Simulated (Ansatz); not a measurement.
**BeSe: reading a single point**

```
CELL_PARAMETERS angstrom
0.00000 2.51666 2.51666
2.51666 0.00000 2.51666
2.51666 2.51666 0.00000
ATOMIC_POSITIONS crystal
Be 0.00000 0.00000 0.00000
Se 0.25000 0.25000 0.25000
```

Single point in Ansatz 0.2.0 with PBEsol, no spin polarisation. Cutoff 420 eV, PAW datasets, 9×9×9 Γ-centred k mesh, fermi-dirac filling (width 0.1 eV).

Formation energy: -0.79 eV an atom against the elements' usual phases (free molecules for gases, crystals otherwise, with no correction for O₂ or N₂), so it is bound against them; other compounds may still compete. Relaxing would lower it.
Charges: Bader charges in e: Be +1.58, Se -1.58. In the mean Be gives up most and Se takes most.
Stress: The pressure is 5.0 GPa (compression positive), so with the atoms held at these fractions the cell would first expand.
Electronic structure: The gap is 2.34 eV, indirect (the least direct gap found is 4.71 eV).

Origin: a database entry at a rescaled volume.
